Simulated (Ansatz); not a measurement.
**3-layer 1T-MgI2 (AA) in a perpendicular field**

What dipole does a perpendicular field induce in the 3-layer 1T-MgI2 (AA), and does the gap follow? A positive field points along +c.

Main program and level: Ansatz 0.2.0; plane-wave DFT, PBE-D4, Ansatz PAW, in the first sound run; inputs show where later runs differ.

## (1) Starting point

The cell holds 9 atoms: 6 I and 3 Mg. Its edges and angles: a = 4.200 Å, b = 4.200 Å, c = 59.776 Å, α = 90.0°, β = 90.0°, γ = 120.0°. Regions: layer 1: 1T-MgI2, 3 atoms (2 I and 1 Mg); layer 2: 1T-MgI2, 3 atoms (2 I and 1 Mg); layer 3: 1T-MgI2, 3 atoms (2 I and 1 Mg). Vacuum lies along c.

## (2) Relaxation

The starting cell is a guess, so the in-plane lattice and the atoms are relaxed first, with the slab cut off from its images along the normal.

Contents of input.yaml:

```yaml
crystal:
  lattice:
    - [4.2, 0.0, 0.0]
    - [-2.1, 3.6373066959, 0.0]
    - [0.0, 0.0, 59.7763107545]
  atoms:
    - { symbol: I, position: [0.6666666667, 0.3333333333, 0.3797490965] }
    - { symbol: Mg, position: [0.0, 0.0, 0.4014307923] }
    - { symbol: I, position: [0.3333333333, 0.6666666667, 0.4231124883] }
    - { symbol: I, position: [0.6666666667, 0.3333333333, 0.4783183041] }
    - { symbol: Mg, position: [0.0, 0.0, 0.5] }
    - { symbol: I, position: [0.3333333333, 0.6666666667, 0.5216816959] }
    - { symbol: I, position: [0.6666666667, 0.3333333333, 0.5768875117] }
    - { symbol: Mg, position: [0.0, 0.0, 0.5985692077] }
    - { symbol: I, position: [0.3333333333, 0.6666666667, 0.6202509035] }
  periodic: [true, true, false]
kpoints:
  mp_grid: { grid: [12, 12, 1] }
hamiltonian:
  xc: pbe
  dispersion: d4
scf:
  occupations: { method: fermi_dirac, width: 0.05 }
  convergence: { dr2_threshold: 1.0e-09 }
relax:
  f_tol: 0.004
  max_steps: 90
  cell: {}
output:
  write_potential: true
  write_density: true
  volumetric_format: npy
```

On the command line:

```bash
> ansatz run input.yaml --threads 4 --pin off --max-ram 12288MiB --backend cpu --events-out ev --progress --plain --runs-dir out
```

Numbers of over 12 decimals in the logs are rounded to 6 here.

What it wrote:

```text
Warning: relax.cell: scf.convergence.dr2_threshold = 1e-9 eV is looser than the 1.51462999822e-10 eV advised for a relaxation that steers and ends on the stress (1e-10 eV for each atom of the cell: 9, times the square of relax.cell.stress_2d_tol = 0.05 N/m over 24.4 Å (the atoms' height at the walk's start and 5 Å past either face), 2.051e-2 GPa, over a crystal's default 0.05). What an SCF threshold leaves in a stress goes as its square root, and in the free energy as the threshold itself, and one threshold admits the most on a small cell: [figures from the program's tests cut] Set scf.convergence.dr2_threshold to 1.51462999822e-10 eV or tighter. [rest of the remark cut]
Engine: ansatz 0.2.0, aarch64-unknown-linux-gnu
Pseudopotentials: kind: paw
Pseudopotential: I, paw, valence charge 17, recommended cutoff 420 eV (normal), I.paw.azcp
Pseudopotential: Mg, paw, valence charge 10, recommended cutoff 420 eV (normal), Mg.paw.azcp
Functional definition: PBE
  parameter kappa = 0.804
  parameter beta = 0.066725
  exchange = pbe_x(kappa = kappa, mu = beta*pi^2/3)
  correlation = pbe_c(beta = beta)
Crystal: 9 atoms, lattice volume = 913.184 Å³
Basis set: ecut = 420 eV, 17557 PW (Γ), exchange–correlation on 60×60×800 points (8 copies of the dense FFT grid, shifted against one another)
Bands: 80, of which v1, the nominal top of the filled ones, is band 66 counted from 1 (65 counted from 0)
Symmetry: 12 space group operations
Space group: P-3m1 (ITA 164), of the structure as read, at distance tolerance 9.7e-5 Å
k-points: 19 of 144
Non-local potential: I, projectors of the file, l = 0: 2, l = 1: 2, l = 2: 2, l = 3: 2
Non-local potential: Mg, projectors of the file, l = 0: 3, l = 1: 2, l = 2: 1
PAW form: soft (Blöchl's): semilocal exchange-correlation on the pseudo side does not see the compensation charge
PAW one-centre angular grid: I, 590 points (default); XC on 64 Gauss nodes
PAW one-centre angular grid: Mg, 110 points (default); XC on 64 Gauss nodes
Initial density: superposition of atomic densities (neutral atoms: chi_scale 0, normalization atom), corrected by the library's trained network
Initial wavefunctions: pseudopotential atomic-orbital guess
Functional: x = pbe(κ = 0.804, μ = 0.219515), c = pbe(β = 0.066725)
SCF iter   1: F=—  HF=-50858.526845 eV  |F-HF|=—  |Δ(HF+E_count)|=         —  Δρ=4.25e-4  dr2=3.77e-3  ethr=1.77e-3  ⟨swp⟩=19.9  Hψ=10834  notcnv=0  defer=40
preconditioner: auto → Resta (q_TF=auto, 1.976 Å⁻¹)  ε∞=1.7  [insulator: Δε(μ)=2.844 eV  Ē_g=10.529 eV  σ=0.050 eV  W_gap=1.00  n_scr=150 (ndim 8)  ℏωp=8.5 eV  f_vac=0.698  D(μ)=0.00/eV (n_scr^D=0)  ε∞_Penn≈1.7  vacuum switching on, ρ_ref=8.0e-3 e/Å³]
SCF iter   2: F=—  HF=-50858.521404 eV  |F-HF|=—  |Δ(HF+E_count)|=   5.44e-3  Δρ=2.14e-4  dr2=7.37e-4  ethr=2.86e-6  ⟨swp⟩=4.1  Hψ=3858  notcnv=0  defer=143
SCF iter   3: F=—  HF=-50858.521928 eV  |F-HF|=—  |Δ(HF+E_count)|=   5.23e-4  Δρ=1.06e-4  dr2=1.97e-4  ethr=5.58e-7  ⟨swp⟩=3.1  Hψ=1997  notcnv=0  defer=143
SCF iter   4: F=—  HF=-50858.522191 eV  |F-HF|=—  |Δ(HF+E_count)|=   2.63e-4  Δρ=3.54e-5  dr2=5.43e-5  ethr=1.49e-7  ⟨swp⟩=3.1  Hψ=2219  notcnv=0  defer=143
SCF iter   5: F=—  HF=-50858.522148 eV  |F-HF|=—  |Δ(HF+E_count)|=   4.25e-5  Δρ=1.24e-5  dr2=1.38e-6  ethr=4.11e-8  ⟨swp⟩=2.9  Hψ=1901  notcnv=0  defer=143
SCF iter   6: F=—  HF=-50858.521774 eV  |F-HF|=—  |Δ(HF+E_count)|=   3.74e-4  Δρ=4.70e-6  dr2=2.28e-7  ethr=1.04e-9  ⟨swp⟩=3.0  Hψ=3091  notcnv=0  defer=145
SCF iter   7: F=—  HF=-50858.521774 eV  |F-HF|=—  |Δ(HF+E_count)|=   1.35e-7  Δρ=1.55e-6  dr2=1.64e-8  ethr=1.72e-10  ⟨swp⟩=3.0  Hψ=2980  notcnv=0  defer=146
SCF iter   8: F=—  HF=-50858.521774 eV  |F-HF|=—  |Δ(HF+E_count)|=   1.02e-7  Δρ=6.14e-7  dr2=7.80e-9  ethr=1.24e-11  ⟨swp⟩=3.3  Hψ=3023  notcnv=0  defer=147
SCF iter   9: F=-50858.521774 eV  HF=-50858.521774 eV  |F-HF|=6.64e-9  |Δ(HF+E_count)|=   2.27e-9  Δρ=1.93e-7  dr2=2.22e-10  ethr=1.00e-12  ⟨swp⟩=9.6  Hψ=10361  notcnv=0
SCF 1 converged in 9 iterations: F = -50858.521774 eV  dr2 = 2.22e-10
  greatest PAW one-centre occupation: 1.000 electrons in one spin orbital (limit 2), on the Mg atom at site 4 (counted from 0), in its partial waves of l = 0
relax step   1: F+E_penalty+E_count = -50858.52177445 eV  Δ(F+E_penalty+E_count) = +0.000e0 eV  max|allowed force component| = 2.316e0 eV/Å  Δτ_max = 0.0000 Å  P = +12.570 N/m  Ω = 913.184 Å³  fix = [c, alpha, beta]  reactions: c +0.000 N/m  (9 SCF iters, accepted)
Crystal: 9 atoms, lattice volume = 927.271 Å³
Basis set: ecut = 420 eV, 18049 PW (Γ), exchange–correlation on 60×60×800 points (8 copies of the dense FFT grid, shifted against one another)
Initial density: handed on by an earlier stage of this run
Initial wavefunctions: those handed on with the density
iter 1 solved again at ethr=7.71e-5 eV; its pass at ethr=3.10e-3 eV (dr2=1.02e-1 eV) is discarded
SCF iter   1: F=—  HF=-50860.242071 eV  |F-HF|=—  |Δ(HF+E_count)|=         —  Δρ=2.97e-3  dr2=9.45e-2  ethr=7.71e-5  ⟨swp⟩=6.5  Hψ=10820  notcnv=0  defer=5
preconditioner: auto → Resta (q_TF=auto, 1.971 Å⁻¹)  ε∞=1.7  [insulator: Δε(μ)=3.034 eV  Ē_g=10.268 eV  σ=0.050 eV  W_gap=1.00  n_scr=150 (ndim 8)  ℏωp=8.4 eV  f_vac=0.692  D(μ)=0.00/eV (n_scr^D=0)  ε∞_Penn≈1.7  vacuum switching on, ρ_ref=7.6e-3 e/Å³]
SCF iter   2: F=—  HF=-50860.225606 eV  |F-HF|=—  |Δ(HF+E_count)|=   1.65e-2  Δρ=1.52e-3  dr2=1.33e-2  ethr=7.16e-5  ⟨swp⟩=5.3  Hψ=2593  notcnv=0  defer=24
SCF iter   3: F=—  HF=-50860.225244 eV  |F-HF|=—  |Δ(HF+E_count)|=   3.62e-4  Δρ=5.96e-4  dr2=3.00e-3  ethr=1.01e-5  ⟨swp⟩=3.8  Hψ=3401  notcnv=0  defer=45
SCF iter   4: F=—  HF=-50860.225678 eV  |F-HF|=—  |Δ(HF+E_count)|=   4.33e-4  Δρ=1.37e-4  dr2=8.33e-4  ethr=2.27e-6  ⟨swp⟩=3.2  Hψ=2230  notcnv=0  defer=46
SCF iter   5: F=—  HF=-50860.225578 eV  |F-HF|=—  |Δ(HF+E_count)|=   9.95e-5  Δρ=5.41e-5  dr2=5.62e-5  ethr=6.31e-7  ⟨swp⟩=3.1  Hψ=2178  notcnv=0  defer=46
SCF iter   6: F=—  HF=-50860.225554 eV  |F-HF|=—  |Δ(HF+E_count)|=   2.38e-5  Δρ=1.80e-5  dr2=2.52e-6  ethr=4.26e-8  ⟨swp⟩=3.0  Hψ=2230  notcnv=0  defer=46
SCF iter   7: F=—  HF=-50860.225176 eV  |F-HF|=—  |Δ(HF+E_count)|=   3.79e-4  Δρ=4.61e-6  dr2=3.98e-7  ethr=1.91e-9  ⟨swp⟩=3.0  Hψ=2625  notcnv=0  defer=67
SCF iter   8: F=—  HF=-50860.225176 eV  |F-HF|=—  |Δ(HF+E_count)|=   9.12e-8  Δρ=1.34e-6  dr2=1.44e-8  ethr=3.01e-10  ⟨swp⟩=3.2  Hψ=2425  notcnv=0  defer=67
SCF iter   9: F=—  HF=-50860.225176 eV  |F-HF|=—  |Δ(HF+E_count)|=   2.54e-8  Δρ=5.14e-7  dr2=1.52e-9  ethr=1.09e-11  ⟨swp⟩=3.0  Hψ=2777  notcnv=0  defer=67
[...]
relax step   8: F+E_penalty+E_count = -50860.83724262 eV  Δ(F+E_penalty+E_count) = -7.349e-3 eV  max|allowed force component| = 1.235e-2 eV/Å  Δτ_max = 0.1228 Å  P = +0.222 N/m  Ω = 881.764 Å³  energy of the carried Pulay correction = +9.434e-4 eV  fix = [c, alpha, beta]  reactions: c +0.000 N/m  (9 SCF iters, accepted)
relax step   9: F+E_penalty+E_count = -50860.83795934 eV  Δ(F+E_penalty+E_count) = -7.167e-4 eV  max|allowed force component| = 2.406e-2 eV/Å  Δτ_max = 0.0476 Å  P = +0.088 N/m  Ω = 884.260 Å³  energy of the carried Pulay correction = +8.673e-4 eV  fix = [c, alpha, beta]  reactions: c +0.000 N/m  (8 SCF iters, accepted)
relax step  10: F+E_penalty+E_count = -50860.83815075 eV  Δ(F+E_penalty+E_count) = -1.914e-4 eV  max|allowed force component| = 1.046e-2 eV/Å  Δτ_max = 0.0058 Å  P = -0.065 N/m  Ω = 884.595 Å³  energy of the carried Pulay correction = +8.571e-4 eV  fix = [c, alpha, beta]  reactions: c -0.000 N/m  (7 SCF iters, accepted)
relax step  11: F+E_penalty+E_count = -50860.83821430 eV  Δ(F+E_penalty+E_count) = -6.355e-5 eV  max|allowed force component| = 2.416e-4 eV/Å  Δτ_max = 0.0020 Å  P = -0.002 N/m  Ω = 884.232 Å³  energy of the carried Pulay correction = +8.681e-4 eV  fix = [c, alpha, beta]  reactions: c -0.000 N/m  (6 SCF iters, accepted)
Initial wavefunctions: pseudopotential atomic-orbital guess (no wavefunctions were taken with the density)
iter 1 solved again at ethr=3.14e-6 eV; its pass at ethr=3.10e-3 eV (dr2=4.14e-3 eV) is discarded
SCF iter   1: F=—  HF=-50860.837302 eV  |F-HF|=—  |Δ(HF+E_count)|=         —  Δρ=1.21e-5  dr2=2.57e-7  ethr=3.14e-6  ⟨swp⟩=7.2  Hψ=14934  notcnv=0  defer=6
eigensolver tolerance schedule: the retry pair's looser diagonalisation over-reported the residual by 16103.19 of it (diagonalisation noise at an unbounded share of the residual, at the tolerance the schedule requests for it); recorded, not acted on — ethr = c·dr2/N_el stays at c = 1.0e-1
preconditioner: auto → Resta (q_TF=auto, 1.987 Å⁻¹)  ε∞=1.7  [insulator: Δε(μ)=3.596 eV  Ē_g=10.051 eV  σ=0.050 eV  W_gap=1.00  n_scr=138 (ndim 8)  ℏωp=8.7 eV  f_vac=0.656  D(μ)=0.00/eV (n_scr^D=0)  ε∞_Penn≈1.7  vacuum switching on, ρ_ref=7.3e-3 e/Å³]
SCF iter   2: F=—  HF=-50860.837324 eV  |F-HF|=—  |Δ(HF+E_count)|=   2.12e-5  Δρ=5.15e-6  dr2=4.43e-8  ethr=1.95e-10  ⟨swp⟩=5.8  Hψ=4945  notcnv=0  defer=4
SCF iter   3: F=—  HF=-50860.837324 eV  |F-HF|=—  |Δ(HF+E_count)|=   7.29e-8  Δρ=1.52e-6  dr2=1.21e-8  ethr=3.36e-11  ⟨swp⟩=4.0  Hψ=3167  notcnv=0  defer=4
SCF iter   4: F=—  HF=-50860.837324 eV  |F-HF|=—  |Δ(HF+E_count)|=   6.50e-9  Δρ=4.88e-7  dr2=6.13e-9  ethr=9.15e-12  ⟨swp⟩=3.7  Hψ=3240  notcnv=0  defer=4
SCF iter   5: F=-50860.837324 eV  HF=-50860.837324 eV  |F-HF|=1.40e-9  |Δ(HF+E_count)|=  6.11e-10  Δρ=8.05e-8  dr2=9.51e-11  ethr=1.00e-12  ⟨swp⟩=29.2  Hψ=11857  notcnv=0
the search or the solves at the SCF's close seem to have found levels that the self-consistency loop had missed (the run counts 1). By its estimate they hold under 1e-12 electrons; where the run keeps them, the occupations were computed again with them
SCF 12 converged in 5 iterations: F = -50860.837324 eV  dr2 = 9.51e-11
relax step  12: F+E_penalty+E_count = -50860.83732377 eV  Δ(F+E_penalty+E_count) = +8.905e-4 eV  max|allowed force component| = 2.402e-4 eV/Å  Δτ_max = 0.0000 Å  P = -0.001 N/m  Ω = 884.232 Å³  fix = [c, alpha, beta]  reactions: c -0.000 N/m  stress off target by 9.95e-4 N/m on what of the cell is left free  SCF on the basis re-selected at this cell (its energy is not comparable with the rows above)  (5 SCF iters)
basis re-selected at this cell: Δ(F+E_penalty+E_count) = +8.905e-4 eV, ΔP = +0.001 N/m vs the last step (what re-selecting the basis moved, of the pressure what is left beyond the Pulay correction that the steps carried, after the strain that the cell walked since its last selection, with what the two solves' SCF thresholds leave and, on support functions, any second-order correction that the steps lacked; it is no m [...]
WARN: The output density's exchange-correlation potential varies sharply where the density is thin. Do not read a vacuum level from v_tot or v_xc, or from such a field of the output density. On a cell that repeats whose density bears no net charge and no dipole along the vacuum's axis use v_es (v_loc + v_h of the components); under efield.dipole_correction with no amplitude use v_es + v_field, which holds any externa [...]
SCF converged after 5 iterations
Free energy (F): -50860.837324 eV
Harris-Foulkes:  -50860.837324 eV  (|F-HF|=1.40e-9)
Internal energy: -50860.837324 eV  (E = F + TS)
E sigma→0 (E₀):  -50860.837324 eV
Fermi energy:    -4.514839 eV
--- Per-component energies (eV) ---
  E_band       = -4849.867613
  E_kinetic    = 1362.321929
  E_local      = -896793.221761  (includes V_loc(G=0)·N_el)
  E_nonlocal   = -256.850780
  E_hartree    = 447156.860665
  E_xc         = -855.959193
  E_vxc        = -884.681627  (∫ρ·V_xc dr)
  E_paw        = -29778.832913  (= ΣΔE_a)
  E_vpaw       = -2591.161019  (= ΣTr[D̂ρ^β])
  E_aug_tail   = -0.000094  (compensation charges beyond the density's cutoff)
  E_ewald      = 428307.340236
  E_disp       = -2.495412  (pairwise vdW)
  E_smearing   = -0.000000  (= −TS)
  E_closure    = -0.000000  (closes the sum)
  Σ components = -50860.837324   (vs F -50860.837324, Δ=0.00e0)
--- Forces (eV/Å), atoms counted from 1 ---
  atom   1  I      0.00000000    -0.00000000    -0.00006854
  atom   2  Mg     0.00000000     0.00000000     0.00008567
  atom   3  I      0.00000000     0.00000000    -0.00024019
  atom   4  I     -0.00000000    -0.00000000     0.00012031
  atom   5  Mg     0.00000000     0.00000000     0.00000000
  atom   6  I     -0.00000000     0.00000000    -0.00012031
  atom   7  I      0.00000000    -0.00000000     0.00024019
  atom   8  Mg     0.00000000    -0.00000000    -0.00008567
  atom   9  I      0.00000000     0.00000000     0.00006854
  max |Σ_I F_I| component: 2.31e-18 eV/Å
--- 2D stress c σ (N/m, compression-positive) ---
       -0.000995       0.000000       0.000000
       -0.000000      -0.000995      -0.000000
        0.000000      -0.000000      -0.000000
  P = ½ c Tr σ = -0.0010 N/m
--- Band table (eV; the first three rows and the last of 19) ---
  k-point 0: bands = [... 62 lower, -6.3599, -6.3599, -6.3330, -6.3330, -2.4342, -2.1278, -1.7352 (-1.7352°), -1.4418 (-1.4418°), ... 10 higher]
  k-point 1: bands = [... 62 lower, -6.4320, -6.4296, -6.3765, -6.3423, -2.1344, -1.8878 (-1.8878°), -1.5627 (-1.5627°), -1.1439 (-1.1439°), ... 10 higher]
  k-point 2: bands = [... 62 lower, -6.5220, -6.4947, -6.4511, -6.4026, -1.6676 (-1.6676°), -1.5870 (-1.5870°), -1.4711 (-1.4711°), -0.8531 (-0.8531°), ... 10 higher]
  k-point 18: bands = [... 62 lower, -7.1639, -7.1639, -6.9270, -6.9270, -2.2767, -1.9528, -1.5983, -0.3763, ... 10 higher]
  ° read free of the cell's end (the report's vacuum.weakly_bound_levels)
--- Relaxed structure (11 steps of the walk, 11 accepted, 1 SCFs on fresh bases) ---
  F+E_penalty+E_count = -50860.83732377 eV   max|allowed force component| = 2.402e-4 eV/Å   (the final SCF, on the basis selected at the relaxed cell)
  cell:  # Å, volume = 884.2323 Å³
    - [4.132885, 0, 0]
    - [-2.066442, 3.579183, 0]
    - [0, 0, 59.7763107545]
  atoms:
    - { symbol: I, position: [0.666667, 0.333333, 0.357409] }
    - { symbol: Mg, position: [-4.852722882387356e-18, -9.705445764774713e-18, 0.385473] }
    - { symbol: I, position: [0.333333, 0.666667, 0.413506] }
    - { symbol: I, position: [0.666667, 0.333333, 0.471982] }
    - { symbol: Mg, position: [0, 0, 0.5] }
    - { symbol: I, position: [0.333333, 0.666667, 0.528018] }
    - { symbol: I, position: [0.666667, 0.333333, 0.586494] }
    - { symbol: Mg, position: [4.8527228823873555e-18, 9.705445764774711e-18, 0.614527] }
    - { symbol: I, position: [0.333333, 0.666667, 0.642591] }
```

Wall time 4.4 min (4 threads of Arm Neoverse V1, shared host); peak memory 2.3 GiB.

The steps of the relaxation:

```
step  energy less that of the first step (eV)  largest force component (eV/Å)  volume (Å³)
   1                                   0.0000                          2.3163       913.18
   2                                  -1.7034                          0.8400       927.27
   3                                  -1.9643                          0.3683       928.62
   4                                  -2.0972                          0.1567       925.47
   5                                  -2.2047                          0.0935       912.40
   6                                  -2.2725                          0.0574       896.75
   7                                  -2.3081                          0.0421       886.21
   8                                  -2.3155                          0.0124       881.76
   9                                  -2.3162                          0.0241       884.26
  10                                  -2.3164                          0.0105       884.59
  11                                  -2.3164                          0.0002       884.23
 12*                                  -2.3155                          0.0002       884.23
```

Relaxation steps marked * repeat the geometry before them on a plane-wave basis chosen anew for their cell, so energy and pressure can jump there.

Forces are held to the 12 operations that the run works with; a distortion that breaks them can't arise in this run.

```
cell as run  before  after  change
      a (Å)   4.200  4.133  -1.6 %
      b (Å)   4.200  4.133  -1.6 %
```

The atoms that moved most (Å, along periodic axes as changes of fractional coordinates times the final cell, across vacuum about the mean position):

```
atom     dx     dy      dz  length
  I1  0.000  0.000  -1.335   1.335
  I9  0.000  0.000   1.335   1.335
 Mg2  0.000  0.000  -0.954   0.954
 Mg8  0.000  0.000   0.954   0.954
  I3  0.000  0.000  -0.574   0.574
  I7  0.000  0.000   0.574   0.574
  I4  0.000  0.000  -0.379   0.379
  I6  0.000  0.000   0.379   0.379
```

Numbers from this step:

| Quantity | Value |
| --- | --- |
| gap on the k-mesh | 3.596 eV |

The lattice constant a goes from 4.200 to 4.133 Å.

[end of part 1 of 3]

[Logs are printed without paths, hosts, clocks, repeated set-up lines and the standing remarks that a program may print on its own settings, such as how far it seeks lower states.]

[Hosts, paths, dates, database ids (printed as entryN), source tags and the programs' standing remarks are cut or masked in the printed files.]

[Maps of the electrostatic potential energy from Ansatz leave out the sawtooth potential of an applied field or a dipole correction, so their vacuum need not be flat; planar profiles and work functions include it.]
